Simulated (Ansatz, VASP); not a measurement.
## InP in VASP and in Ansatz

```
In P
1.0
     0.00000    2.98003    2.98003
     2.98003    0.00000    2.98003
     2.98003    2.98003    0.00000
In P
1 1
Cartesian
  0.0000 0.0000 0.0000
  1.4900 1.4900 1.4900
```

Alike in both runs: task single point; functional PBE; k mesh 10 × 10 × 10; occupations gaussian, width 0.02 eV; no spin polarisation.

|  | VASP | Ansatz |
| --- | --- | --- |
| version | VASP 6.6.1 | Ansatz 0.2.0 |
| potentials or method | VASP PAW PBE potentials, release 64 (In_d, P) | scalar-relativistic, plane waves, PAW |
| plane-wave cutoff (eV) | 520 | 420 |
| valence electrons in the cell | 18 | 18 |

|  | VASP | Ansatz | Ansatz less VASP |
| --- | --- | --- | --- |
| gap on the k mesh at the Fermi level (eV) | 0.44 | 0.44 | +0.003 |
| least direct gap on the mesh (eV) | 0.44 | 0.44 | +0.003 |
| pressure (GPa) | -0.1 | 0.0 | +0.04 |

The functional is the same, so the differences come from potentials, cutoffs and numerics.

Caveats: spin-orbit coupling is left out, which moves the levels of the heavy elements.
